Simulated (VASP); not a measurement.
# Al in VASP: notebook, part 2 of 4

VASP 6.6.1.

### 3 Work function, BLYP

INCAR reads:

```
PREC = Accurate
ENCUT = 520
EDIFF = 1E-6
ISMEAR = -1
SIGMA = 0.05
LREAL = F
LASPH = T
NELM = 80
ALGO = Normal
ISIF = 2
LWAVE = F
LCHARG = T
LDIPOL = T
IDIPOL = 3
DIPOL = 0.5 0.5 0.500
GGA = B5
ALDAX = 1.0
AGGAX = 1.0
AGGAC = 1.0
ALDAC = 0.0
LELF = T
LVHAR = T
LVACPOTAV = T
```

KPOINTS reads:

```
Automatic mesh
0
Gamma
  8 8 1
```

POSCAR reads:

```
Al
1.0
    2.8270770242      0.0000000000      0.0000000000
   -1.4135385121      2.4483205214      0.0000000000
    0.0000000000      0.0000000000     26.4824913375
Al
6
Direct
    0.6666666700      0.3333333400      0.2832059833
    0.0000000000      0.0000000000      0.3699235900
    0.3333333300      0.6666666600      0.4566411967
    0.0000000000      0.0000000000      0.5433588033
    0.6666666700      0.3333333400      0.6300764100
    0.0000000000      0.0000000000      0.7167940167
```

Potentials or basis: VASP PAW PBE potentials, release 64 (Al).

On the command line:

```bash
cat potpaw_PBE.64/Al/POTCAR > POTCAR
mpirun -np 1 vasp_std > vasp.out
```

OUTCAR:

```text
PREC = Accurate
   ENCUT = 520
   EDIFF = 1E-6
   ISMEAR = -1
   LREAL = F
   LASPH = T
   NELM = 80
   ISIF = 2
   GGA = B5

 ion  position               nearest neighbor table
   1  0.667  0.333  0.283-   2 2.82   2 2.82   2 2.82
   2  0.000  0.000  0.370-   3 2.82   1 2.82   1 2.82   3 2.82   1 2.82   3 2.82
   3  0.333  0.667  0.457-   4 2.82   2 2.82   4 2.82   4 2.82   2 2.82   2 2.82
   4  0.000  0.000  0.543-   3 2.82   5 2.82   3 2.82   3 2.82   5 2.82   5 2.82
   5  0.667  0.333  0.630-   4 2.82   6 2.82   4 2.82   6 2.82   4 2.82   6 2.82
   6  0.000  0.000  0.717-   5 2.82   5 2.82   5 2.82

  LATTYP: Found a hexagonal cell.
 ALAT       =     2.8270770242
 C/A-ratio  =     9.3674459913

  Lattice vectors:

 A1 = (   2.8270770242,   0.0000000000,   0.0000000000)
 A2 = (  -1.4135385121,   2.4483205214,   0.0000000000)
 A3 = (   0.0000000000,   0.0000000000,  26.4824913375)

Analysis of symmetry for initial positions (statically):
=====================================================================
 Subroutine PRICEL returns:
 Original cell was already a primitive cell.

 Routine SETGRP: Setting up the symmetry group for a
 hexagonal supercell.

 Subroutine GETGRP returns: Found  6 space group operations
 (whereof  6 operations were pure point group operations)
 out of a pool of 24 trial point group operations.

The static configuration has the point symmetry C_3v.

Analysis of symmetry for dynamics (positions and initial velocities):
=====================================================================
 Subroutine PRICEL returns:
 Original cell was already a primitive cell.

 Routine SETGRP: Setting up the symmetry group for a
 hexagonal supercell.

 Subroutine GETGRP returns: Found  6 space group operations
 (whereof  6 operations were pure point group operations)
 out of a pool of 24 trial point group operations.

The dynamic configuration has the point symmetry C_3v.

 Subroutine INISYM returns: Found  6 space group operations
 (whereof  6 operations are pure point group operations),
 and found     1 'primitive' translations

----------------------------------------------------------------------------------------

                                     Primitive cell

  volume of cell :     183.3010

  direct lattice vectors                    reciprocal lattice vectors
     2.827077024  0.000000000  0.000000000     0.353722234  0.204221627  0.000000000
    -1.413538512  2.448320521  0.000000000     0.000000000  0.408443254  0.000000000
     0.000000000  0.000000000 26.482491338     0.000000000  0.000000000  0.037760798

  length of vectors
     2.827077024  2.827077024 26.482491338     0.408443254  0.408443254  0.037760798

  position of ions in fractional coordinates (direct lattice)
     0.666666670  0.333333340  0.283205983
     0.000000000  0.000000000  0.369923590
     0.333333330  0.666666660  0.456641197
     0.000000000  0.000000000  0.543358803
     0.666666670  0.333333340  0.630076410
     0.000000000  0.000000000  0.716794017

  ion indices of the primitive-cell ions
   primitive index   ion index
                 1           1
                 2           2
                 3           3
                 4           4
                 5           5
                 6           6

----------------------------------------------------------------------------------------

 KPOINTS: Automatic mesh
[... 48 lines left out ...]
   LNONCOLLINEAR =      F non collinear calculations
   LSORBIT =      F    spin-orbit coupling
   LASPH  =      T    aspherical Exc in radial PAW
   ENCUT  =  520.0 eV  38.22 Ry    6.18 a.u.   5.26  5.26 49.24*2*pi/ulx,y,z
   NELM   =     80;   NELMIN=  2; NELMDL= -5     # of ELM steps
   EDIFF  = 0.1E-05   stopping-criterion for ELM
   LREAL  =      F    real-space projection
   EDIFFG = 0.1E-04   stopping-criterion for IOM
   NSW    =      0    number of steps for IOM
   IBRION =     -1    ionic relax: 0-MD 1-quasi-New 2-CG
   NFREE  =      0    steps in history (QN), initial steepest desc. (CG)
   ISIF   =      2    stress and relaxation
   ISYM   =      2    0-nonsym 1-usesym 2-fastsym
   POTIM  = 0.5000    time-step for ionic-motion
   TEBEG  =    0.0;   TEEND  =   0.0 temperature during run
   PSTRESS=    0.0 pullay stress
   NELECT =      18.0000    total number of electrons
   NUPDOWN=      -1.0000    fix difference up-down
   EMIN   =  10.00;   EMAX   =-10.00  energy-range for DOS
   EFERMI =   0.00;   METHOD = LEGACY
   ISMEAR =    -1;   SIGMA  =   0.05  broadening in eV -4-tet -1-fermi 0-gaus
   EFERMI_NEDOS =   21; number of points for ismear=-14 and -15
   IALGO  =     38    algorithm
   IMIX   =      4    mixing-type and parameters
     AMIX     =   0.40;   BMIX     =  1.00
     AMIX_MAG =   1.60;   BMIX_MAG =  1.00
  volume/ion in A,a.u.               =      30.55       206.16
  Fermi-wavevector in a.u.,A,eV,Ry     =   0.755285  1.427281  7.761513  0.570455
  Thomas-Fermi vector in A             =   1.853144
   LORBIT       =      0    0 simple, 1 ext, 2 COOP (PROOUT), +10 PAW based schemes
   GGA     = B5    functional components
   LHFCALC =     F    Hartree Fock is set to
   AEXX    =    0.0000 exact exchange contribution
   IVDW    =     0    specifies the selected vdW correction
   LEPSILON=     F    determine dielectric tensor
   LRPA    =     F    only Hartree local field effects (RPA)
 non-spin polarized calculation
  energy-cutoff  :      520.00
  volume of cell :      183.30
 maximum number of plane-waves:      4980
 NGX is ok and might be reduce to    24
   NGX = 11   NGY = 11   NGZ = 99

 dipolmoment           0.000000      0.000000      0.000588 electrons x Angstroem

 number of electron      18.0000000 magnetization

 dipolmoment           0.000000      0.000000     -0.001582 electrons x Angstroem

 Free energy of the ion-electron system (eV)
  ---------------------------------------------------
  ext. energy  EPLUGINS =         0.00000000
  ---------------------------------------------------
  free energy    TOTEN  =       -15.72271714 eV

  energy without entropy =      -15.70507497  energy(sigma->0) =      -15.71389606

 E-fermi :   2.9773     XC(G=0):  -5.6953

 val. band max:        2.6482491442   @ k =   0.2500   0.0000   0.0000
 cond. band min:       3.0296487160   @ k =   0.3750   0.2500   0.0000
 fundamental gap:      0.3813995718
 Fermi energy:         2.9773459480

 k-point     1 :       0.0000    0.0000    0.0000
  band No.  band energies     occupation
      1      -8.2914      2.00000
      2      -7.7737      2.00000
      3      -6.9644      2.00000
      4      -5.8059      2.00000
      5      -4.3772      2.00000
      6      -2.6514      2.00000
      7      -0.8711      2.00000
      8       1.2578      2.00000
      9       3.3876      0.00055
     10       5.2492      0.00000
     11       6.2978      0.00000
     12       7.2771      0.00000
     13       7.3094      0.00000
[... 130 lines left out ...]
  band No.  band energies     occupation
      1      -1.2444      2.00000
      2      -1.1185      2.00000
      3      -0.7651      2.00000
      4      -0.6396      2.00000
      5      -0.0079      2.00000
      6       0.0821      2.00000
      7       1.1369      2.00000
      8       1.3202      2.00000
      9       1.6863      2.00000
     10       1.9889      2.00000
     11       2.5391      1.99969
     12       3.0296      0.51997
     13       3.0864      0.20284

------------------------ aborting loop because EDIFF is reached ----------------------------------------

  FORCE on cell =-STRESS in cart. coord.  units (eV):
  Direction    XX          YY          ZZ          XY          YZ          ZX
  --------------------------------------------------------------------------------------
  -------------------------------------------------------------------------------------
  Total        2.2810226      2.2810226      4.5677883      0.0000000     -0.0000000      0.0000000
  in kB       19.9377170     19.9377170     39.9256315      0.0000000     -0.0000000      0.0000000
  external PRESSURE =      26.6003552 kB  Pullay stress =       0.0000000 kB

 VOLUME and BASIS-vectors are now :
 -----------------------------------------------------------------------------
  energy-cutoff  :      520.00
  volume of cell :      183.30
      direct lattice vectors                 reciprocal lattice vectors
     2.827077024  0.000000000  0.000000000     0.353722234  0.204221627  0.000000000
    -1.413538512  2.448320521  0.000000000     0.000000000  0.408443254  0.000000000
     0.000000000  0.000000000 26.482491338     0.000000000  0.000000000  0.037760798

 POSITION                                       TOTAL-FORCE (eV/Angst)
 -----------------------------------------------------------------------------------
      1.41354      0.81611      7.50000        -0.000000      0.000000     -0.366271
      0.00000      0.00000      9.79650         0.000000      0.000000      0.036804
      0.00000      1.63221     12.09300         0.000000      0.000000     -0.186320
      0.00000      0.00000     14.38949         0.000000      0.000000      0.199372
      1.41354      0.81611     16.68599         0.000000      0.000000     -0.134234
      0.00000      0.00000     18.98249        -0.000000      0.000000      0.450650
 -----------------------------------------------------------------------------------
    total drift:                               -0.000000      0.000000      0.000117

  FREE ENERGIE OF THE ION-ELECTRON SYSTEM (eV)
  ---------------------------------------------------
  free  energy   TOTEN  =       -15.7227171435 eV

  energy  without entropy=      -15.7050749697  energy(sigma->0) =      -15.71389606

 vacuum level on the upper side and lower side of the slab         6.542         6.584
```

Wall time 69 s (1 thread of Intel Xeon 6975P-C (Granite Rapids), shared host); peak memory 0.3 GiB.

Results:

```yaml
Free_energy: -15.7227 eV
Largest_force: 0.451 eV/Å
Band_gap_on_the_k_mesh: none (metal or under the smearing width)
Work_function_of_the_upper_face: 3.56 eV
Work_function_of_the_lower_face: 3.61 eV
```

Forces on the atoms (eV/Å):
```
Al   0.000  0.000 -0.366
Al   0.000  0.000  0.037
Al   0.000  0.000 -0.186
Al   0.000  0.000  0.199
Al   0.000  0.000 -0.134
Al   0.000  0.000  0.451
```

Levels at points of the mesh, in eV from the Fermi level:
```
           k point  band 6  band 7  band 8  band 9  band 10  band 11  band 12  band 13
(0.00, 0.00, 0.00)   -5.63   -3.85   -1.72    0.41     2.27     3.32     4.30     4.33
(0.50, 0.00, 0.00)   -3.97   -2.86   -2.72   -1.58    -1.17     0.26     0.42     1.73
```

Caveat: the PAW data sets were made with another functional, which shifts forces and pressure a little.

(Part 2 of 4 ends here.)
